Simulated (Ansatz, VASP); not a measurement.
**SiO2 in VASP and in Ansatz**

Contents of INCAR:

```
ALGO = Normal ; EDIFF = 1E-7
ENCUT = 520 ; GGA = PE
ISIF = 2 ; ISMEAR = -1
LASPH = True ; LCHARG = False
LREAL = False ; LWAVE = False
NBANDS = 25 ; NELM = 100
PREC = Accurate ; SIGMA = 0.05
```

The input KPOINTS:

```
k-points
0
Gamma
  8 8 8
```

Contents of POSCAR:

```
SiO2
1.0
   -2.4772904627      2.4772904627      3.6556712422
    2.4772904627     -2.4772904627      3.6556712422
    2.4772904627      2.4772904627     -3.6556712422
Si O
2 4
Direct
    0.7461770000      0.2499160000      0.5036380000
    0.0052360000     -0.0048680000      0.0094390000
    0.8746950000      0.0353630000      0.6569430000
    0.7856630000      0.1332840000      0.1677080000
    0.9672070000      0.6150540000      0.8369230000
    0.3820670000      0.2242900000      0.3523730000
```

File input.yaml:

```yaml
crystal:
  lattice:
    - [-2.4772904627, 2.4772904627, 3.6556712422]
    - [2.4772904627, -2.4772904627, 3.6556712422]
    - [2.4772904627, 2.4772904627, -3.6556712422]
  atoms:
    - { symbol: Si, position: [0.746177, 0.249916, 0.503638] }
    - { symbol: Si, position: [0.005236, -0.004868, 0.009439] }
    - { symbol: O, position: [0.874695, 0.035363, 0.656943] }
    - { symbol: O, position: [0.785663, 0.133284, 0.167708] }
    - { symbol: O, position: [0.967207, 0.615054, 0.836923] }
    - { symbol: O, position: [0.382067, 0.22429, 0.352373] }
hamiltonian:
  xc: pbe
  pseudopotentials: { kind: paw }
kpoints:
  mp_grid: { grid: [8, 8, 8] }
scf:
  occupations: { method: fermi_dirac, width: 0.05 }
output:
  forces: true
  stress: true
  eigenvalues: true
  write_density: true
  write_potential: true
  elf: true
  volumetric_format: npy
```

Change from the starting cell: atoms moved at random, drawn with an rms of 0.05 Å.

Alike in both runs: task single point; functional PBE; k mesh 8 × 8 × 8; occupations fermi-dirac, width 0.05 eV; no spin polarisation.

|  | VASP | Ansatz |
| --- | --- | --- |
| version | VASP 6.6.1 | Ansatz 0.2.0 |
| potentials or method | VASP PAW PBE potentials, release 64 (Si, O) | Ansatz PAW |
| plane-wave cutoff (eV) | 520 | 420 |
| valence electrons in the cell | 32 | 32 |

VASP gave:

* gap on the k mesh at the Fermi level (eV): 5.85
* least direct gap on the mesh (eV): 5.85
* pressure (GPa): 6.5
* largest component of the traceless stress (GPa): 3.09
* rms of the force components (eV/Å): 1.209

Question: Which values does Ansatz return?

Answer: gap on the k mesh at the Fermi level (eV): 5.85; least direct gap on the mesh (eV): 5.85; pressure (GPa): 6.4; largest component of the traceless stress (GPa): 3.06; rms of the force components (eV/Å): 1.198.

Atom by atom the forces differ by 0.013 eV/Å (rms over components).

Caveats: the pressure holds a Pulay correction of +0.5 GPa for the finite cutoff (Ansatz). A k mesh can miss the band edges.
